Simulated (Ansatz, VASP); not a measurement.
## Si in VASP and in Ansatz

```
Si
1.0
    -0.01453    2.70419    2.72683
     2.70419   -0.01453    2.72683
     2.68966    2.68966    0.00000
Si
2
Cartesian
  0.0000 0.0000 -0.0040
  1.3448 1.3448 1.3674
```

Change from the starting cell: strained cell.

Alike in both runs: functional PBEsol; k mesh 10 × 10 × 10; occupations gaussian, width 0.02 eV; no spin polarisation.

Ansatz relaxed the structure, and its values are those at the end. VASP's run is a single point on that final structure, the one shown.

|  | VASP | Ansatz |
| --- | --- | --- |
| version | VASP 6.6.1 | Ansatz 0.2.0 |
| potentials or method | VASP PAW PBE potentials, release 64 (Si) | scalar-relativistic, plane waves, PAW |
| plane-wave cutoff (eV) | 520 | 420 |
| valence electrons in the cell | 8 | 8 |

Ansatz gave:

```
gap on the k mesh at the Fermi level (eV) : 0.37
least direct gap on the mesh (eV)         : 2.38
pressure (GPa)                            : 0.5
```

Which values does VASP return?

gap on the k mesh at the Fermi level (eV): 0.36; least direct gap on the mesh (eV): 2.38; pressure (GPa): 0.6.

Ansatz warned: «stress_scf_threshold_loose».

Caveats: the PAW data sets were made with another functional, which shifts forces and pressure a little (VASP).
